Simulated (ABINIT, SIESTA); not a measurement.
This is a calculation of MgI2 for SIESTA 5.4.2. Atoms were shifted at random by some hundredths of an Å from the given cell, which wasn't relaxed again for these runs. 

MgI2.fdf

```
SystemName                      MgI2
SystemLabel                     MgI2
NumberOfSpecies                 2
NumberOfAtoms                   3
%block ChemicalSpeciesLabel
  1  53 I
  2  12 Mg
%endblock ChemicalSpeciesLabel

LatticeConstant                 1.0 Ang
%block LatticeVectors
     4.1400000000     0.0000000000     0.0000000000
    -2.0700000000     3.5853451717     0.0000000000
     0.0000000000     0.0000000000     6.8800000000
%endblock LatticeVectors
AtomicCoordinatesFormat         Fractional
%block AtomicCoordinatesAndAtomicSpecies
     0.6745580000     0.3387410000     0.7555090000  1  I
     0.3284130000     0.6589930000     0.2428380000  1  I
     0.0002710000    -0.0060090000    -0.0048160000  2  Mg
%endblock AtomicCoordinatesAndAtomicSpecies

%block kgrid.MonkhorstPack
    8   0   0  0.0
    0   8   0  0.0
    0   0   4  0.0
%endblock kgrid.MonkhorstPack
XC.Functional                   GGA
XC.Authors                      PBE
PAO.BasisSize                   DZP
PAO.EnergyShift                 0.003 Ry
Mesh.Cutoff                     800 Ry
OccupationFunction              FD
ElectronicTemperature           0.05 eV
MaxSCFIterations                120
SCF.MustConverge                false
SCF.Mixer.Method                Pulay
SCF.Mixer.Weight                0.25
SCF.Mixer.History               8
SCF.DM.Tolerance                5.0e-05
SCF.H.Tolerance                 1.0e-03 eV
WriteForces                     true
Charge.Mulliken                 end
%block PAO.Basis
  Mg 4
  n=2 0 2
    2.604 0.000
  n=3 0 2
    8.245 0.000
  n=2 1 2
    2.943 0.000
  n=3 1 1
    8.245
%endblock PAO.Basis
```

Potentials or basis: PseudoDojo 0.4 standard (PBE files), converted to PSML, two zetas on semicore shells, DZP (energy shift 0.003 Ry; two zetas on semicore shells).

The run is started by

```console
$ siesta MgI2.fdf > MgI2.out 2>&1
```

Set up the same calculation for ABINIT 10.8.3 (patched build). Potentials or basis there: JTH PAW PBE v2.0, cutoff 517 eV.

As run (cutoffs and basis follow the program's own potentials, and thresholds, step limits or extra output files can differ):

The input run.abi:

```
pp_dirpath "./"
pseudos "I.GGA_PBE-JTH.xml, Mg.GGA_PBE-JTH.xml"

acell 4.14 4.14 6.88 Angstrom
rprim
     1.0000000000     0.0000000000     0.0000000000
    -0.5000000000     0.8660254038     0.0000000000
     0.0000000000     0.0000000000     1.0000000000
ntypat 2
znucl 53 12
natom 3
typat 1 1 2
xred
     0.6745580000     0.3387410000     0.7555090000
     0.3284130000     0.6589930000     0.2428380000
     0.0002710000    -0.0060090000    -0.0048160000
chkprim 0
chksymtnons 0
tolsym 1.0e-6

ecut 517.016339 eV
pawecutdg 38.0

kptopt 1
ngkpt 8 8 4
nshiftk 1
shiftk 0.0 0.0 0.0

ixc 11

nband 16
occopt 3
tsmear 0.05 eV

nstep 100
tolvrs 1.0e-9

iomode 3
prtwf 0
prtden 0
prteig 0
prtebands 0
enunit 2
```

Potentials or basis: JTH PAW PBE v2.0.

The run is started by

```sh
$ abinit run.abi > log 2>&1
```

Both were run:

|  | SIESTA | ABINIT |
| --- | --- | --- |
| Pressure | 2.1 GPa | 1.2 GPa |
| Energy over the undisturbed cell | 6.1 meV/atom | -2.0 meV/atom |

The undisturbed cell isn't at this level's minimum, so the move can lower the energy.

The two runs disagree by more than potentials and bases usually give (in gap, levels, pressure or energy); the cause wasn't traced.

Pressure is positive in compression.
